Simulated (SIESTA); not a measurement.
# Ge: equation of state with PBEsol

Ge:

```xyz
2
Lattice="-2.5745 2.5745 1.3974 2.5745 -2.5745 1.3974 2.5745 2.5745 -1.3974" Properties=species:S:1:pos:R:3 pbc="T T T"
Ge    0.0000    0.0000    1.3974
Ge    2.5745    0.0000    0.6987
```

This isn't the form of Ge at room conditions, which is diamond.

| Item | Value |
| --- | --- |
| Program | SIESTA 5.4.2 |
| Task | equation of state |
| Functional | PBEsol |
| Potentials or basis | PseudoDojo 0.4 standard (PBEsol files) |
| Basis | DZP (energy shift 0.003 Ry; two zetas on semicore shells) |
| Grid cutoff | 800 Ry |
| Energy shift | 0.003 Ry |
| k mesh | 11 × 11 × 11 |
| Occupations | fermi-dirac, width 0.05 eV |
| Spin | no spin polarisation |

```
Equilibrium volume                        : 18.86 Å³/atom (rough: see the caveat)
Bulk modulus at fixed shape and positions : 66 GPa (rough)
```

Energy against volume, from the lowest point:
```tsv
volume (Å³/atom)	energy (meV/atom)
17.413	25.10
17.783	13.61
18.154	5.90
18.524	1.42
18.895	0.00
19.265	2.07
19.636	6.47
```

All runs of the series together: 15 min on 1 thread of Arm Neoverse V2, on a shared host.

Caveat: the fit is doubtful: noisy points or a state that changes with volume; the cell was scaled at fixed shape and fractional positions, which overstates the stiffness of a crystal with free parameters, most of all of layers and chains; the basis of atomic orbitals isn't converged, which shifts pressures, moduli and gaps.
